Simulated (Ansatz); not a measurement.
ZrC:

```xyz
4
Lattice="3.3915 0.0000 0.0000 -1.6957 2.9371 0.0000 0.0000 0.0000 5.2901" Properties=species:S:1:pos:R:3 pbc="T T T"
Zr    1.6957    0.9790    3.9675
Zr    0.0000    1.9581    1.3225
C     0.0000    0.0000    2.6450
C     0.0000    0.0000    0.0000
```

The cell comes from a database or a generator and needn't be the stable form of this composition.

Base run:

```yaml
Program: Ansatz 0.2.0
Functional: PBEsol
Potentials_or_basis: all-electron LAPW, scalar-relativistic
Cutoff: 254 eV
Density_cutoff: 1017 eV
Basis_error_allowed: 0.001 eV/atom
k_mesh: 9 × 9 × 5
Occupations: fermi-dirac, width 0.05 eV
Spin: no spin polarisation
```

Its results: pressure -7.8 GPa.

Question: After a change of settings the same cell gave: pressure -11.7 GPa. Which change was it?
A. basis error allowed from 0.001 eV/atom to 0.002 eV/atom
B. functional from PBEsol to LDA; basis error allowed from 0.001 eV/atom to 0.002 eV/atom
C. potentials or basis from all-electron LAPW, scalar-relativistic to all-electron PAW datasets made for the crystal
D. basis error allowed from 0.001 eV/atom to 0.002 eV/atom; hubbard terms from none to Zr d U = 8 eV

Answer: B.

Not every run made on this cell is shown here.
